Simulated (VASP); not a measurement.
Input of a VASP 6.6.1 run:

The input INCAR:

```
SYSTEM = Te
PREC     = Accurate       ! precision mode
ENCUT    = 600            ! plane-wave cutoff, eV
EDIFF    = 1E-6           ! SCF threshold, eV
ISMEAR   = -1             ! smearing method
SIGMA    = 0.05           ! smearing width, eV
LREAL    = .False.        ! projectors in reciprocal space
LASPH    = .True.         ! aspherical terms in the spheres
NELM     = 80             ! most SCF steps
ALGO     = Normal         ! electronic algorithm
ISIF     = 3              ! what is computed and relaxed
LWAVE    = .False.        ! write WAVECAR
LCHARG   = .False.        ! write CHGCAR
GGA      = PE             ! functional
IVDW     = 202            ! dispersion correction
IBRION   = 2              ! ionic algorithm
NSW      = 60             ! ionic steps
EDIFFG   = -0.005         ! ionic threshold
```

File KPOINTS:

```
Automatic mesh
0
Gamma
  4 4 5
  0 0 0
```

Contents of POSCAR:

```
Te
1.0
    5.8500400000      0.0000000000      0.0000000000
    0.0000000000      5.8500400000      0.0000000000
    0.0000000000      0.0000000000      4.7912000000
Te
4
Direct
    0.0000000000      0.0000000000      0.0000000000
    0.5000000000      0.5000000000      0.0000000000
    0.0000000000      0.5000000000      0.8300400000
    0.5000000000      0.0000000000      0.1699600000
```

Potentials or basis: VASP PAW PBE potentials, release 64 (Te).

Launch:

```console
$ cat potpaw_PBE.64/Te/POTCAR > POTCAR
$ mpirun -np 1 vasp_std > vasp.out
```

**Question.** Predict the relaxed cell.

**Answer.** a = 5.798 Å, b = 5.798 Å, c = 4.407 Å, α = 90.00°, β = 90.00°, γ = 90.00°.

**Question.** What does it give for the band gap on the k mesh?

**Answer.** 0.11 eV, indirect (least direct gap 0.78 eV).

Final structure:
```
Te
1.0
     5.79842    0.00000    0.00000
     0.00000    5.79842    0.00000
     0.00000    0.00000    4.40701
Te
4
Direct
  0.00000 0.00000 0.00000
  0.50000 0.50000 0.00000
  0.00000 0.50000 0.81389
  0.50000 0.00000 0.18611
```

Caveat: spin-orbit coupling is left out, which moves the levels of the heavy elements; an odd mesh through Γ misses points on the zone boundary, where band edges often lie. Expect the measured gap to be larger: semilocal functionals such as PBE lack the derivative discontinuity.
